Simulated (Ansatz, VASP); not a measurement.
One calculation of Ru, two programs

```
Ru
1.0
     0.00000    1.88501    1.88501
     1.88501    0.00000    1.88501
     1.88501    1.88501    0.00000
Ru
1
Direct
  0.00000 0.00000 0.00000
```

Alike in both runs: task single point; functional PBEsol; k mesh 16 × 16 × 16; occupations fermi-dirac, width 0.1 eV; no spin polarisation.

|  | VASP | Ansatz |
| --- | --- | --- |
| version | VASP 6.6.1 | Ansatz 0.2.0 |
| potentials or method | VASP PAW PBE potentials, release 64 (Ru_pv) | plane waves (420 eV) with PAW, scalar-relativistic |
| plane-wave cutoff (eV) | 520 | 420 |
| valence electrons in the cell | 14 | 16 |

|  | VASP | Ansatz | Ansatz less VASP |
| --- | --- | --- | --- |
| pressure (GPa) | -0.2 | -0.1 | +0.06 |

The two sets of potentials don't hold the same shells in valence. Ansatz warned: «pseudo_functional_mismatch».

Caveats: the PAW data sets were made with another functional, which shifts forces and pressure a little (VASP).
